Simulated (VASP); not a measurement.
# CaO (Fm-3m) in VASP: a series of runs, part 3 of 3

VASP 6.6.1.

## (5) G0W0 quasiparticle levels, PBE

Input file POSCAR:

```
CaO                                     
1.0
    0.0000000000      2.4189568295      2.4189568295
    2.4189568295      0.0000000000      2.4189568295
    2.4189568295      2.4189568295     -0.0000000000
  Ca              O             
     1     1
Direct
     0.0000000000000000    0.0000000000000000    0.0000000000000000
     0.5000000000000000    0.5000000000000000    0.5000000000000000
```

Input file INCAR.step1:

```
PREC = Accurate
ENCUT = 400
EDIFF = 1E-8
ISMEAR = 0
SIGMA = 0.01
LREAL = F
LASPH = T
NELM = 100
ALGO = Normal
LWAVE = T
LCHARG = F
GGA = PE
KPAR = 4
```

Input file INCAR.step2:

```
PREC = Accurate
ENCUT = 400
EDIFF = 1E-8
ISMEAR = 0
SIGMA = 0.01
LREAL = F
LASPH = T
NELM = 1
ALGO = Exact
LWAVE = T
LCHARG = F
GGA = PE
NBANDS = 121
LOPTICS = T
ISTART = 1
KPAR = 4
```

Input file INCAR.step3:

```
PREC = Accurate
ENCUT = 400
EDIFF = 1E-8
ISMEAR = 0
SIGMA = 0.01
LREAL = F
LASPH = T
ALGO = EVGW0
LWAVE = F
LCHARG = F
GGA = PE
NELMGW = 1
NBANDS = 121
ENCUTGW = 150
NOMEGA = 60
PRECFOCK = Fast
ISTART = 1
NBANDSGW = 16
KPAR = 4
```

Input file KPOINTS:

```
regular mesh
0
Gamma
  6 6 6
```

Potentials or basis: VASP PAW PBE potentials, release 64 (Ca_sv_GW, O_GW).

Launch:

```
$ cat potpaw_PBE.64/Ca_sv_GW/POTCAR potpaw_PBE.64/O_GW/POTCAR > POTCAR
$ cp INCAR.step1 INCAR
$ mpirun -np 4 vasp_std > vasp.out
$ cp INCAR.step2 INCAR
$ mpirun -np 4 vasp_std > vasp.out
$ cp INCAR.step3 INCAR
$ mpirun -np 4 vasp_std > vasp.out
```

OUTCAR:

```text
PREC = Accurate
   ENCUT = 400
   EDIFF = 1E-8
   ISMEAR = 0
   LREAL = F
   LASPH = T
   GGA = PE
   NELMGW = 1
   ENCUTGW = 150
   PRECFOCK = Fast
   ISTART = 1

 ion  position               nearest neighbor table
   1  0.000  0.000  0.000-   2 2.42   2 2.42   2 2.42   2 2.42   2 2.42   2 2.42
   2  0.500  0.500  0.500-   1 2.42   1 2.42   1 2.42   1 2.42   1 2.42   1 2.42

  LATTYP: Found a face centered cubic cell.
 ALAT       =     4.8379136590

  Lattice vectors:

 A1 = (   0.0000000000,   2.4189568295,   2.4189568295)
 A2 = (   2.4189568295,   0.0000000000,   2.4189568295)
 A3 = (   2.4189568295,   2.4189568295,   0.0000000000)

Analysis of symmetry for initial positions (statically):
=====================================================================
 Subroutine PRICEL returns:
 Original cell was already a primitive cell.

 Routine SETGRP: Setting up the symmetry group for a
 face centered cubic supercell.
[... 134 lines left out ...]
   LORBIT       =      0    0 simple, 1 ext, 2 COOP (PROOUT), +10 PAW based schemes
   GGA     = PE    functional components
   LHFCALC =     T    Hartree Fock is set to
   PRECFOCK=fast      Normal, Fast or Accurate (Low or Medium for compatibility)
   ENCUT4O =  -1.0   cutoff for four orbital integrals eV
   NKREDX  =     1    reduce k-point grid by
   NKREDY  =     1    reduce k-point grid by
   NKREDZ  =     1    reduce k-point grid by
   AEXX    =    1.0000 exact exchange contribution
   HFSCREEN=    0.0000 screening length (either q_TF or 0.3 A-1)
   HFSCREENC=   0.0000 screening length for correlation (either q_TF or 0.3 A-1)
   ENCUTFOCK=  -1.0 apply spherical cutoff to Coloumb kernel
   IVDW    =     0    specifies the selected vdW correction
   LEPSILON=     F    determine dielectric tensor
   LRPA    =     F    only Hartree local field effects (RPA)
   LRPAFORCE           =     F    calculate RPA forces
   ENCUTGW             = 150.0    cutoff for response function in eV
   ENCUTGWSOFT         = 120.0    soft cutoff for Coulomb kernel in GW response function in eV
   ENCUTLF             =  -1.0    cutoff for local field effects
   NELMGW              =     1    number of iterations in solving QP/BSE equation
   NELMHF              =     1    number of iterations in the inner HF iteration
   NKREDLFX            =     1    NKREDLFY  =   1   NKREDLFZ  =   1
 non-spin polarized calculation
 Gauss-broadening in eV      SIGMA  =   0.01
  energy-cutoff  :      400.00
  volume of cell :       28.31
 maximum number of plane-waves:       531
 NGX is ok and might be reduce to    24
  NGX = 14; NGY = 14; NGZ = 14
   NGX = 11   NGY = 11   NGZ = 11
 maximum number of plane-waves:       127

 QP shifts <psi_nk| G(iteration)W_0 |psi_nk>: iteration 1
 for sc-GW calculations column KS-energies equals QP-energies in previous step
 and V_xc(KS)=  KS-energies - (<T + V_ion + V_H > + <T+V_H+V_ion>^1  + <V_x>^1)

 k-point   1 :       0.0000    0.0000    0.0000
  band No.  KS-energies  QP-energies   sigma(KS)   V_xc(KS)     V^pw_x(r,r')   Z            occupation Imag(sigma)

      1     -33.2562     -34.7443     -23.0550     -20.6373     -34.4049       0.6155       2.0000       0.9271
      2     -14.0276     -16.3526     -23.2178     -20.1419     -28.0835       0.7559       2.0000       0.2745
      3     -14.0276     -16.3526     -23.2178     -20.1419     -28.0835       0.7559       2.0000       0.2745
      4     -14.0276     -16.3526     -23.2178     -20.1419     -28.0835       0.7559       2.0000       0.2745
      5     -11.0192     -12.7326     -21.8381     -19.2006     -30.6718       0.6496       2.0000       0.8640
      6       4.4663       3.5716     -20.3174     -19.1165     -24.3792       0.7450       2.0000       0.1605
[... 295 lines left out ...]
      2     -14.5014     -16.8517     -22.6796     -19.5336     -27.6469       0.7471       2.0000       0.3450
      3     -14.3747     -16.5939     -22.7425     -19.7162     -28.0000       0.7333       2.0000       0.3383
      4     -14.3276     -16.6561     -22.8843     -19.7653     -27.8125       0.7466       2.0000       0.3176
      5     -10.5183     -12.2341     -22.5357     -19.8967     -30.9920       0.6502       2.0000       0.7665
      6       3.2571       2.1185     -18.8001     -17.2618     -22.8297       0.7401       2.0000       0.1829
[... 8 lines left out ...]
     15      17.9193      18.9499     -10.5119     -11.7959      -5.4847       0.8027       0.0000      -0.3138
     16      19.6943      21.3713     -11.7697     -13.9168      -6.0067       0.7811       0.0000      -0.6799
```

OUTCAR.step2:

```text
PREC = Accurate
   ENCUT = 400
   EDIFF = 1E-8
   ISMEAR = 0
   LREAL = F
[... 914 lines left out ...]
     0.00000     3.92581     3.92581     3.92581    -0.00000    -0.00000    -0.00000
     2.07875     4.16878     4.16878     4.16878    -0.00000    -0.00000    -0.00000
     4.15750     5.14648     5.14648     5.14648    -0.00000    -0.00000    -0.00000
     6.23625     2.03683     2.03683     2.03683    -0.00000    -0.00000    -0.00000
     8.31501     3.20731     3.20731     3.20731     0.00000     0.00000    -0.00000
    10.39376    -1.43770    -1.43770    -1.43770    -0.00000    -0.00000    -0.00000
[... 92 lines left out ...]
   203.71766     0.98201     0.98201     0.98201     0.00000     0.00000     0.00000
   205.79641     0.98241     0.98241     0.98241     0.00000     0.00000     0.00000
```

It took 2.4 min on 4 MPI ranks of Intel Xeon Platinum 8259CL at 2.50GHz (Skylake/Cascade Lake), shared host; peak memory 0.47 GiB.

The run converged, but a check on its numbers failed (symmetry, net force, bounds or a known fault of this set-up), so they aren't taken as properties of the crystal.

Caveat: the cutoff lies under the usual one of these potentials, so the numbers hold a large basis-set error; bands, screening cutoff and mesh are small and nothing is extrapolated, so the quasiparticle values aren't converged.

## (6) Overview

| level | k mesh | grid for exact exchange (PRECFOCK) | screening parameter | exchange at q = 0 | gap on the mesh (eV) | pressure (GPa) |
| --- | --- | --- | --- | --- | --- | --- |
| HSE06 | 8 × 8 × 8 | Fast | 0.2 1/A | - | 5.32 | -2.0 |
| r2SCAN | 10 × 10 × 10 | - | - | - | 4.19 | -2.0 |
| PBE0 | 6 × 6 × 6 | Fast | - | truncated | 6.04 | -2.1 |

Alike in all rows: task band structure; potentials or basis VASP PAW PBE potentials, release 64 (Ca_sv, O); no spin polarisation; cell as given; cutoff (eV) 520; smearing gaussian 0.02 eV.

On the cell as given the gap runs from 4.19 eV (r2SCAN) to 6.04 eV (PBE0); the meshes differ, which moves gaps too.

Caveats: the PAW data sets were made with another functional, which shifts forces and pressure a little.

Total energies depend on the potentials used, so only differences within one code and one set of settings carry meaning.
